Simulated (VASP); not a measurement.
# Al (Fm-3m) in VASP: further runs

The runs below take Al through single point, with PBE.

Everything below comes from runs of VASP 6.6.1. Logs are shortened: lines on timing, memory, paths and dates and some standing lists are left out, and cuts for length are marked.

## (1) The structure

Symmetry: Fm-3m, No. 225, cubic system. Conventional cell: a = 4.050 Å, b = 4.050 Å, c = 4.050 Å, α = 90.00°, β = 90.00°, γ = 90.00°. Al (site symmetry m-3m) is surrounded by 12 Al at 2.86 Å.

## (2) Single point, PBE

INCAR

```
SYSTEM = Al
PREC = Accurate
ENCUT = 400
EDIFF = 0.001
ISMEAR = -1
SIGMA = 0.15
LREAL = .False.
LASPH = .True.
NELM = 100
ALGO = Normal
ISIF = 2
LWAVE = .False.
LCHARG = .False.
GGA = PE
NBANDS = 8
ADDGRID = .False.
```

KPOINTS

```
regular mesh
0
Gamma
  10 10 10
  0 0 0
```

POSCAR

```
Al
1.0
    0.0000000000      2.0248050000      2.0248050000
    2.0248050000      0.0000000000      2.0248050000
    2.0248050000      2.0248050000      0.0000000000
Al
1
Direct
    0.0000000000      0.0000000000      0.0000000000
```

Potentials or basis: VASP PAW PBE potentials, release 64 (Al).

On the command line:

```sh
cat potpaw_PBE.64/Al/POTCAR > POTCAR
mpirun -np 1 vasp_std > vasp.out
```

OUTCAR:

```text
SYSTEM = Al
   PREC = Accurate
   ENCUT = 400
   EDIFF = 0.001
   ISMEAR = -1
   LREAL = .False.
   LASPH = .True.
   NELM = 100
   ISIF = 2
   GGA = PE

 Found     47 irreducible k-points:

 Following reciprocal coordinates:
            Coordinates               Weight
  0.000000  0.000000  0.000000      1.000000
  0.100000  0.000000  0.000000      8.000000
  0.200000  0.000000  0.000000      8.000000
  0.300000  0.000000  0.000000      8.000000
  0.400000  0.000000  0.000000      8.000000
  0.500000  0.000000  0.000000      4.000000
   k-points           NKPTS =     47   k-points in BZ     NKDIM =     47   number of bands    NBANDS=      8
   number of dos      NEDOS =    301   number of ions     NIONS =      1
   total plane-waves  NPLWV =   8000
   dimension x,y,z NGX =    20 NGY =   20 NGZ =   20
   dimension x,y,z NGXF=    40 NGYF=   40 NGZF=   40
   ions per type =               1
   NGX,Y,Z   is equivalent  to a cutoff of  11.61, 11.61, 11.61 a.u.
   NGXF,Y,Z  is equivalent  to a cutoff of  23.22, 23.22, 23.22 a.u.
 SYSTEM =  Al
   PREC   = accura    normal or accurate (medium, high low for compatibility)
   ISTART =      0    job   : 0-new  1-cont  2-samecut
   ICHARG =      2    charge: 1-file 2-atom 10-const
   ISPIN  =      1    spin polarized calculation?
   LNONCOLLINEAR =      F non collinear calculations
   LSORBIT =      F    spin-orbit coupling
   LASPH  =      T    aspherical Exc in radial PAW
   ENCUT  =  400.0 eV  29.40 Ry    5.42 a.u.   4.67  4.67  4.67*2*pi/ulx,y,z
   NELM   =    100;   NELMIN=  2; NELMDL= -5     # of ELM steps
   EDIFF  = 0.1E-02   stopping-criterion for ELM
   LREAL  =      F    real-space projection
   EDIFFG = 0.1E-01   stopping-criterion for IOM
   NSW    =      0    number of steps for IOM
   IBRION =     -1    ionic relax: 0-MD 1-quasi-New 2-CG
   NFREE  =      0    steps in history (QN), initial steepest desc. (CG)
   ISIF   =      2    stress and relaxation
   ISYM   =      2    0-nonsym 1-usesym 2-fastsym
   POTIM  = 0.5000    time-step for ionic-motion
   TEBEG  =    0.0;   TEEND  =   0.0 temperature during run
   PSTRESS=    0.0 pullay stress
   NELECT =       3.0000    total number of electrons
   NUPDOWN=      -1.0000    fix difference up-down
   EMIN   =  10.00;   EMAX   =-10.00  energy-range for DOS
   EFERMI =   0.00;   METHOD = LEGACY
   ISMEAR =    -1;   SIGMA  =   0.15  broadening in eV -4-tet -1-fermi 0-gaus
   EFERMI_NEDOS =   21; number of points for ismear=-14 and -15
   IALGO  =     38    algorithm
   IMIX   =      4    mixing-type and parameters
     AMIX     =   0.40;   BMIX     =  1.00
     AMIX_MAG =   1.60;   BMIX_MAG =  1.00
  volume/ion in A,a.u.               =      16.60       112.04
  Fermi-wavevector in a.u.,A,eV,Ry     =   0.925526  1.748991 11.654733  0.856599
  Thomas-Fermi vector in A             =   2.051390
   LORBIT       =      0    0 simple, 1 ext, 2 COOP (PROOUT), +10 PAW based schemes
   GGA     = PE    functional components
   LHFCALC =     F    Hartree Fock is set to
   AEXX    =    0.0000 exact exchange contribution
   IVDW    =     0    specifies the selected vdW correction
   LEPSILON=     F    determine dielectric tensor
   LRPA    =     F    only Hartree local field effects (RPA)
 non-spin polarized calculation
  energy-cutoff  :      400.00
  volume of cell :       16.60
 maximum number of plane-waves:       311
   NGX =  9   NGY =  9   NGZ =  9

 number of electron       3.0000000 magnetization

 Free energy of the ion-electron system (eV)
  ---------------------------------------------------
  ext. energy  EPLUGINS =         0.00000000
  ---------------------------------------------------
  free energy    TOTEN  =        -3.74918497 eV

  energy without entropy =       -3.70971905  energy(sigma->0) =       -3.72945201

 E-fermi :   8.0349     XC(G=0): -10.1744

 val. band max:        8.0145743225   @ k =  -0.4000   0.4000   0.0000
 cond. band min:       8.0640169075   @ k =  -0.4000   0.4000   0.1000
 fundamental gap:      0.0494425850
 Fermi energy:         8.0348550346

 k-point     1 :       0.0000    0.0000    0.0000
  band No.  band energies     occupation
      1      -3.1563      2.00000
      2      20.5227      0.00000
      3      20.5227      0.00000
      4      20.5227      0.00000
      5      21.9653      0.00000
      6      21.9653      0.00000
      7      21.9653      0.00000
      8      24.3553      0.00000

 k-point     2 :       0.1000    0.0000    0.0000
  band No.  band energies     occupation
      1      -2.8857      2.00000
      2      17.2329      0.00000
      3      19.7892      0.00000
      4      19.7892      0.00000
      5      22.6374      0.00000
      6      23.1033      0.00000
      7      23.1033      0.00000
      8      26.0077      0.00000

 k-point     3 :       0.2000    0.0000    0.0000
  band No.  band energies     occupation
      1      -2.0770      2.00000
      2      13.2497      0.00000
      3      19.0294      0.00000
      4      19.0294      0.00000
      5      22.3553      0.00000
      6      23.5163      0.00000
      7      23.5163      0.00000
      8      25.6031      0.00000

 k-point     4 :       0.3000    0.0000    0.0000
  band No.  band energies     occupation
      1      -0.7393      2.00000
      2       9.5683      0.00007
      3      18.6784      0.00000
      4      18.6784      0.00000
      5      21.7736      0.00000
      6      21.7736      0.00000
      7      22.1871      0.00000
      8      25.7499      0.00000

 k-point     5 :       0.4000    0.0000    0.0000
  band No.  band energies     occupation
      1       1.1131      2.00000
      2       6.2939      1.99998
      3      18.7734      0.00000
      4      18.7734      0.00000
      5      20.3313      0.00000
      6      20.3313      0.00000
      7      22.4022      0.00000
      8      24.2177      0.00000

 k-point     6 :       0.5000    0.0000    0.0000
  band No.  band energies     occupation
      1       3.3672      2.00000
      2       3.5639      2.00000
      3      19.2790      0.00000
      4      19.2790      0.00000
      5      19.3706      0.00000
      6      19.3706      0.00000
      7      23.0230      0.00000
      8      23.1383      0.00000

 [... further k-points ...]

------------------------ aborting loop because EDIFF is reached ----------------------------------------

  FORCE on cell =-STRESS in cart. coord.  units (eV):
  Direction    XX          YY          ZZ          XY          YZ          ZX
  --------------------------------------------------------------------------------------
  -------------------------------------------------------------------------------------
  Total       -0.0463075     -0.0463075     -0.0463075      0.0000000      0.0000000      0.0000000
  in kB       -4.4687136     -4.4687136     -4.4687136      0.0000000      0.0000000      0.0000000
  external PRESSURE =      -4.4687136 kB  Pullay stress =       0.0000000 kB

 VOLUME and BASIS-vectors are now :
 -----------------------------------------------------------------------------
  energy-cutoff  :      400.00
  volume of cell :       16.60
      direct lattice vectors                 reciprocal lattice vectors
     0.000000000  2.024805000  2.024805000    -0.246937359  0.246937359  0.246937359
     2.024805000  0.000000000  2.024805000     0.246937359 -0.246937359  0.246937359
     2.024805000  2.024805000  0.000000000     0.246937359  0.246937359 -0.246937359

 POSITION                                       TOTAL-FORCE (eV/Angst)
 -----------------------------------------------------------------------------------
      0.00000      0.00000      0.00000        -0.000000     -0.000000      0.000000
 -----------------------------------------------------------------------------------
    total drift:                                0.000000      0.000000     -0.000000

  FREE ENERGIE OF THE ION-ELECTRON SYSTEM (eV)
  ---------------------------------------------------
  free  energy   TOTEN  =        -3.7491849715 eV

  energy  without entropy=       -3.7097190472  energy(sigma->0) =       -3.72945201
```

It took 2.8 s on 1 thread of Intel Xeon 6975P-C (Granite Rapids), shared host; peak memory 0.11 GiB.

The run converged, but some of its settings lie outside the range that counts as converged, so its numbers aren't taken as properties of the crystal.

Results:

```
Free energy            : -3.7492 eV
Pressure               : -0.4 GPa
Band gap on the k mesh : none (metal or under the smearing width)
```

## (3) Single point, PBE

INCAR is that of step 2.

KPOINTS is that of step 2.

POSCAR

```
Al
1.0
   -0.0142710000      2.0302060000      1.9470980000
    2.0319350000     -0.0386130000      1.9714400000
    2.0296090000      2.0522230000     -0.0362870000
Al
1
Direct
    0.0259050000     -0.0062880000     -0.0081470000
```

Potentials or basis: VASP PAW PBE potentials, release 64 (Al).

On the command line:

```sh
cat potpaw_PBE.64/Al/POTCAR > POTCAR
mpirun -np 1 vasp_std > vasp.out
```

Run time: 16 s. Hardware: 1 thread of Intel Xeon 6975P-C (Granite Rapids), shared host; peak memory 0.14 GiB.

The run converged, but some of its settings lie outside the range that counts as converged, so its numbers aren't taken as properties of the crystal.

What came out:

```
Free energy            : -3.7500 eV
Pressure               : -0.3 GPa
Band gap on the k mesh : none (metal or under the smearing width)
```

## (4) For comparison

An earlier run on the cell as given: functional PBE; potentials or basis VASP PAW PBE potentials, release 64 (Al); cutoff 520 eV; k mesh 11 × 11 × 11; occupations fermi-dirac, width 0.05 eV; no spin polarisation.

- Pressure: -0.5 GPa
- Band gap on the k mesh: none (metal or under the smearing width)
